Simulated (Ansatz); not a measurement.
**TiAl3: how settings move the results**

An exercise on one series of results from a longer session: the logs are not shown, and one member is left open.

Computed with Ansatz 0.2.0 (DFT PBE, scalar-relativistic, plane waves, PAW, unless a step's input says otherwise).

1 further run of the same task is left out (for a known fault of the program).

## The starting structure

It takes space group Pmm2 (No. 25, orthorhombic). The conventional cell has a = 2.840 Å, b = 4.681 Å, c = 4.901 Å, α = 90.00°, β = 90.00°, γ = 90.00°. Ti (site symmetry mm2) is surrounded by 10 Al at 2.83 to 2.85 Å and 2 Ti at 2.84 Å. Around Al (site symmetry mm2) lie 4 Ti at 2.83 to 2.84 Å and 8 Al at 2.84 to 2.86 Å. Around Al (site symmetry mm2) lie 8 Al at 2.81 to 2.86 Å and 4 Ti at 2.85 Å. Al (site symmetry mm2) is surrounded by 10 Al at 2.81 to 2.86 Å and 2 Ti at 2.85 Å.

Coordinates:

```cif
data_structure
_symmetry_space_group_name_H-M 'Pmm2'
_symmetry_Int_Tables_number 25
_cell_length_a 2.8397
_cell_length_b 4.6813
_cell_length_c 4.9007
_cell_angle_alpha 90.000
_cell_angle_beta 90.000
_cell_angle_gamma 90.000
_cell_volume 65.15
loop_
_atom_site_label
_atom_site_type_symbol
_atom_site_symmetry_multiplicity
_atom_site_Wyckoff_symbol
_atom_site_fract_x
_atom_site_fract_y
_atom_site_fract_z
_atom_site_occupancy
Ti1 Ti 1 b 0.00000 0.50000 0.16592 1
Al1 Al 1 d 0.50000 0.50000 0.66727 1
Al2 Al 1 c 0.50000 0.00000 0.33091 1
Al3 Al 1 a 0.00000 0.00000 0.83590 1
```

Source of the structure: the Materials Project (structure only). It is taken as it stands there.

## The base input

Input file input.yaml:

```yaml
crystal:
  lattice:
    - [2.839677, 0.0, 0.0]
    - [0.0, 4.681264, 0.0]
    - [0.0, 0.0, 4.900742]
  atoms:
    - { symbol: Ti, position: [0.0, 0.5, 0.165916] }
    - { symbol: Al, position: [0.5, 0.5, 0.667271] }
    - { symbol: Al, position: [0.5, 0.0, 0.330912] }
    - { symbol: Al, position: [0.0, 0.0, 0.8359] }
basis:
  ecutwfc: 420
kpoints:
  mp_grid: { grid: [14, 10, 10] }
hamiltonian:
  xc: pbe
scf:
  occupations: { method: gaussian, width: 0.1 }
output:
  forces: true
  stress: true
  eigenvalues: true
  populations: true
```

Its results, from an earlier run: -1028.2836 eV/atom at zero smearing, pressure -0.05 GPa, largest force 0.045 eV/Å, no gap on the mesh, in 6 SCF cycles and 64 s.

Set-up of the first run:

Input file input.yaml:

```yaml
crystal:
  lattice:
    - [2.839677, 0.0, 0.0]
    - [0.0, 4.681264, 0.0]
    - [0.0, 0.0, 4.900742]
  atoms:
    - { symbol: Ti, position: [0.0, 0.5, 0.165916] }
    - { symbol: Al, position: [0.5, 0.5, 0.667271] }
    - { symbol: Al, position: [0.5, 0.0, 0.330912] }
    - { symbol: Al, position: [0.0, 0.0, 0.8359] }
basis:
  ecutwfc: 420
kpoints:
  mp_grid: { grid: [1, 1, 1] }
hamiltonian:
  xc: pbe
scf:
  occupations: { method: gaussian, width: 0.1 }
output:
  forces: true
  stress: true
  eigenvalues: true
```

Command:

```
$ ansatz run input.yaml --threads 1 --pin off --max-ram 2560MiB --backend cpu --events-out ev --progress --plain --runs-dir out
```

Steps of the session up to this table: K-point mesh set to 1×1×1; K-point mesh: 2×2×2; K-point mesh: 4×2×2; K-point mesh set to 6×4×4; K-point mesh: 8×6×6; K-point mesh: 12×8×8; K-point mesh set to 14×8×8; K-point mesh set to 16×10×10; K-point mesh: 18×12×12; K-point mesh: 22×14×12; K-point mesh: 24×16×14.

One table of the session follows, with a row left open; its other results are not shown here.

It belongs to the step «The sweep of the k-point mesh side by side». 

```
    mesh  ΔE (meV/atom)  pressure (GPa)  largest change of a force component (eV/Å)
   1×1×1          -1848           -8.73                                       2.925
   2×2×2              ?               ?                                           ?
   4×2×2           2.07            0.10                                       0.190
   6×4×4          -6.71           -0.04                                       0.061
   8×6×6           6.06            0.03                                       0.023
  12×8×8           1.00           -0.04                                       0.014
  14×8×8          -0.75           -0.06                                       0.007
14×10×10          -0.47           -0.05                                       0.006
16×10×10           0.44           -0.03                                       0.008
18×12×12          -0.03           -0.06                                       0.003
22×14×12           0.19           -0.04                                       0.003
24×16×14           0.00           -0.05                                       0.000
```

Q: Estimate the row for 2×2×2 from the others.

As computed: ΔE (meV/atom): -239; pressure (GPa): -1.80; largest change of a force component (eV/Å): 0.156. In the column «ΔE (meV/atom)» it lies between 1×1×1 (-1848) and 6×4×4 (-6.71).

Caveats from the session: The error changes sign along the series, since a k mesh isn't variational, and a metal needs dense meshes to resolve its Fermi surface.
